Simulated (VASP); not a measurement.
# NiO (F-43m) in VASP: notebook, part 2 of 2

VASP 6.6.1. The steps go on from the part before.

### Step 6. Single point, PBE

This run uses another cell than the first one: it holds 2 atoms, not 4.

Input file INCAR:

```
PREC = Accurate
ENCUT = 520
EDIFF = 1E-6
ISMEAR = 0
SIGMA = 0.05
LREAL = False
LASPH = True
NELM = 150
ALGO = Normal
ISIF = 2
LWAVE = False
LCHARG = False
GGA = PE
NBANDS = 15
```

Input file KPOINTS:

```
regular mesh
0
Gamma
  7 7 7
```

Input file POSCAR:

```
NiO
1.0
    0.0000000000      2.2835484600      2.2835484600
    2.2835484600      0.0000000000      2.2835484600
    2.2835484600      2.2835484600      0.0000000000
Ni O
1 1
Direct
    0.0000000000      0.0000000000      0.0000000000
    0.2500000000      0.2500000000      0.2500000000
```

Potentials or basis: VASP PAW PBE potentials, release 64 (Ni, O).

On the command line:

```
$ cat potpaw_PBE.64/Ni/POTCAR potpaw_PBE.64/O/POTCAR > POTCAR
$ mpirun -np 1 vasp_std > vasp.out
```

OUTCAR:

```text
PREC = Accurate
   ENCUT = 520
   EDIFF = 1E-6
   ISMEAR = 0
   LREAL = False
   LASPH = True
   NELM = 150
   ISIF = 2
   GGA = PE

 ion  position               nearest neighbor table
   1  0.000  0.000  0.000-   2 1.98   2 1.98   2 1.98   2 1.98
   2  0.250  0.250  0.250-   1 1.98   1 1.98   1 1.98   1 1.98

  LATTYP: Found a face centered cubic cell.
 ALAT       =     4.5670969200

  Lattice vectors:

 A1 = (   0.0000000000,   2.2835484600,   2.2835484600)
 A2 = (   2.2835484600,   0.0000000000,   2.2835484600)
 A3 = (   2.2835484600,   2.2835484600,   0.0000000000)

Analysis of symmetry for initial positions (statically):
=====================================================================
 Subroutine PRICEL returns:
 Original cell was already a primitive cell.

 Routine SETGRP: Setting up the symmetry group for a
 face centered cubic supercell.

 Subroutine GETGRP returns: Found 24 space group operations
 (whereof 24 operations were pure point group operations)
 out of a pool of 48 trial point group operations.

The static configuration has the point symmetry T_d .

Analysis of symmetry for dynamics (positions and initial velocities):
=====================================================================
 Subroutine PRICEL returns:
 Original cell was already a primitive cell.

 Routine SETGRP: Setting up the symmetry group for a
 face centered cubic supercell.

 Subroutine GETGRP returns: Found 24 space group operations
 (whereof 24 operations were pure point group operations)
 out of a pool of 48 trial point group operations.

The dynamic configuration has the point symmetry T_d .

 Subroutine INISYM returns: Found 24 space group operations
 (whereof 24 operations are pure point group operations),
 and found     1 'primitive' translations

----------------------------------------------------------------------------------------

                                     Primitive cell

  volume of cell :      23.8156

[... 113 lines left out ...]
   LRPA    =     F    only Hartree local field effects (RPA)
 non-spin polarized calculation
 Gauss-broadening in eV      SIGMA  =   0.05
  energy-cutoff  :      520.00
  volume of cell :       23.82
 maximum number of plane-waves:       654
   NGX = 13   NGY = 13   NGZ = 13

 number of electron      15.9999997 magnetization

 Free energy of the ion-electron system (eV)
  ---------------------------------------------------
  ext. energy  EPLUGINS =         0.00000000
  ---------------------------------------------------
  free energy    TOTEN  =       -11.37271368 eV

  energy without entropy =      -11.36880792  energy(sigma->0) =      -11.37076080

 E-fermi :   4.8544     XC(G=0): -10.9307

 val. band max:        4.8091251322   @ k =   0.2857   0.2857   0.0000
 cond. band min:       4.8670045462   @ k =   0.2857   0.2857   0.0000
 fundamental gap:      0.0578794141
 Fermi energy:         4.8544497524

 k-point     1 :       0.0000    0.0000    0.0000
  band No.  band energies     occupation
      1     -14.5860      2.00000
      2      -0.2793      2.00000
      3      -0.2793      2.00000
      4      -0.2793      2.00000
      5       3.4111      2.00000
      6       3.4111      2.00000
      7       5.3953      0.00000
      8       5.8181      0.00000
      9       5.8181      0.00000
     10       5.8181      0.00000
     11      18.9660      0.00000
     12      18.9660      0.00000
     13      18.9660      0.00000
     14      25.2896      0.00000
[... 329 lines left out ...]
      2      -0.9047      2.00000
      3      -0.4803      2.00000
      4       0.2036      2.00000
      5       2.9468      2.00000
      6       3.3926      2.00000
      7       3.7733      2.00000
      8       4.0607      2.00000
      9       4.7130      1.99994
     10      12.0941      0.00000
     11      14.1002      0.00000
     12      14.9677      0.00000
     13      17.3482      0.00000
     14      22.5626      0.00000
     15      26.1325      0.00000

------------------------ aborting loop because EDIFF is reached ----------------------------------------

  FORCE on cell =-STRESS in cart. coord.  units (eV):
  Direction    XX          YY          ZZ          XY          YZ          ZX
  --------------------------------------------------------------------------------------
  -------------------------------------------------------------------------------------
  Total       -1.7534384     -1.7534384     -1.7534384      0.0000000      0.0000000     -0.0000000
  in kB     -117.9615321   -117.9615321   -117.9615321      0.0000000      0.0000000     -0.0000000
  external PRESSURE =    -117.9615321 kB  Pullay stress =       0.0000000 kB

 VOLUME and BASIS-vectors are now :
 -----------------------------------------------------------------------------
  energy-cutoff  :      520.00
  volume of cell :       23.82
      direct lattice vectors                 reciprocal lattice vectors
     0.000000000  2.283548460  2.283548460    -0.218957473  0.218957473  0.218957473
     2.283548460  0.000000000  2.283548460     0.218957473 -0.218957473  0.218957473
     2.283548460  2.283548460  0.000000000     0.218957473  0.218957473 -0.218957473

 POSITION                                       TOTAL-FORCE (eV/Angst)
 -----------------------------------------------------------------------------------
      0.00000      0.00000      0.00000         0.000000     -0.000000     -0.000000
      1.14177      1.14177      1.14177        -0.000000      0.000000      0.000000
 -----------------------------------------------------------------------------------
    total drift:                                0.000000      0.000000      0.000000

  FREE ENERGIE OF THE ION-ELECTRON SYSTEM (eV)
  ---------------------------------------------------
  free  energy   TOTEN  =       -11.3727136796 eV

  energy  without entropy=      -11.3688079198  energy(sigma->0) =      -11.37076080
```

OSZICAR:

```text
N       E                     dE             d eps       ncg     rms          rms(c)
DAV:   1     0.877337366082E+02    0.87734E+02   -0.75870E+03   608   0.128E+03
DAV:   2    -0.892507998754E+01   -0.96659E+02   -0.85195E+02   684   0.259E+02
DAV:   3    -0.139908413776E+02   -0.50658E+01   -0.49538E+01   656   0.662E+01
DAV:   4    -0.140407181132E+02   -0.49877E-01   -0.49837E-01   768   0.662E+00
DAV:   5    -0.140419574240E+02   -0.12393E-02   -0.12393E-02   691   0.107E+00    0.140E+01
DAV:   6    -0.146255638310E+02   -0.58361E+00   -0.24581E+01   614   0.867E+01    0.203E+01
DAV:   7    -0.114093613876E+02    0.32162E+01   -0.13893E+01   649   0.818E+01    0.458E+00
DAV:   8    -0.113729657717E+02    0.36396E-01   -0.58641E-01   769   0.922E+00    0.154E+00
DAV:   9    -0.113729711277E+02   -0.53560E-05   -0.25714E-02   698   0.158E+00    0.304E-01
DAV:  10    -0.113733179581E+02   -0.34683E-03   -0.62669E-03   886   0.121E+00    0.218E-01
DAV:  11    -0.113728232406E+02    0.49472E-03   -0.66354E-04   907   0.370E-01    0.118E-01
DAV:  12    -0.113727137217E+02    0.10952E-03   -0.53515E-04   842   0.231E-01    0.188E-02
DAV:  13    -0.113727143330E+02   -0.61136E-06   -0.29309E-05   858   0.786E-02    0.977E-03
DAV:  14    -0.113727136796E+02    0.65342E-06   -0.10304E-06   560   0.145E-02
   1 F= -.11372714E+02 E0= -.11370761E+02  d E =-.390576E-02
```

stdout:

```text
POSCAR found type information on POSCAR NiO
 POSCAR found :  2 types and       2 ions
 scaLAPACK will be used
 LDA part: xc-table for (Slater+PW92), standard interpolation
 POSCAR, INCAR and KPOINTS ok, starting setup
 FFT: planning ... GRIDC
 FFT: planning ... GRID_SOFT
 FFT: planning ... GRID
 WAVECAR not read
 entering main loop
```

Run time: 5.3 s. Hardware: 1 thread of AMD EPYC 9R45 (Zen 5), shared host; peak memory 0.1 GiB.

What came out:

| Item | Value |
| --- | --- |
| Free energy | -11.3727 eV |
| Pressure | -11.8 GPa |
| Band gap on the k mesh | none (metal or under the smearing width) |

Caveat: the run has no spin polarisation, though such a crystal can be magnetic; semilocal functionals often make such compounds metallic where correlation or magnetic order opens a gap, which also shifts bond lengths. With open d or f shells a metallic result of PBE can be an artefact of self-interaction; +U or a hybrid may open a gap.

### Step 7. Overview

| spin | fixed moment (μB) | gap on the mesh (eV) | pressure (GPa) | moment (μB) |
| --- | --- | --- | --- | --- |
| collinear, zero start | - | none | -11.9 | 0.00 |
| collinear, random start | - | none | -6.9 | 1.99 |
| collinear, ferromagnetic start | 2 | - | -7.0 | 2.00 |
| off | - | none | -11.8 | - |

Alike in all rows: task single point; level PBE; potentials or basis VASP PAW PBE potentials, release 64 (Ni, O); cell as given; k mesh 7 × 7 × 7; cutoff (eV) 520; smearing gaussian 0.05 eV.

Every run on the cell as given and a fine mesh finds a metal.

Caveats: semilocal functionals often make such compounds metallic where correlation or magnetic order opens a gap, which also shifts bond lengths (some runs); a cell with one magnetic atom can't hold antiferromagnetic order, which such compounds often take (some runs); the total moment is fixed, so each spin has its own Fermi level (some runs).

Absolute energies hang on the potentials; compare differences alone.
